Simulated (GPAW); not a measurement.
Crystal: TiB2.

```
Ti B
1.0
     3.02920    0.00000    0.00000
    -1.51460    2.62336    0.00000
     0.00000    0.00000    3.22840
Ti B
1 2
Direct
  0.00000 0.00000 0.00000
  0.66667 0.33333 0.50000
  0.33333 0.66667 0.50000
```

```yaml
Program: GPAW 26.7.0
Task: relaxation of cell and atoms
Functional: PBEsol
Dispersion: D3(BJ)
Potentials_or_basis: PAW data sets generated in the run's folder for this functional
Cutoff: 800 eV
Basis: pw
k_mesh: 7 × 7 × 6
Occupations: fermi-dirac, width 0.05 eV
Spin: no spin polarisation
```

At the start: pressure -11.7 GPa; volume 8.55 Å³/atom.

Where does the relaxation end?

Over 7 steps the energy falls by 14.5 meV/atom and the volume is 8.16 Å³/atom (-4.6 %); space group P6/mmm (No. 191, to 0.05 Å).

Step by step:
```
step  energy change (eV)  largest force (eV/Å)  pressure (GPa)  volume (Å³)
   1              0.0000                0.0000          -11.66        25.66
   2             -0.0146                0.0000           -9.55        25.43
   3             -0.0416                0.0000            0.73        24.44
   4             -0.0421                0.0000            0.26        24.48
   5             -0.0433                0.0000           -0.49        24.53
   6             -0.0435                0.0000           -0.36        24.51
   7             -0.0435                0.0000           -0.08        24.48
```

Final structure:
```
CELL_PARAMETERS angstrom
2.99636 0.00000 0.00000
-1.49818 2.59492 0.00000
0.00000 0.00000 3.14904
ATOMIC_POSITIONS crystal
Ti 0.00000 0.00000 0.00000
B 0.66667 0.33333 0.50000
B 0.33333 0.66667 0.50000
```

Caveat: later steps reuse the first step's grids; pairwise dispersion overbinds metals, which lowers pressure and volume.
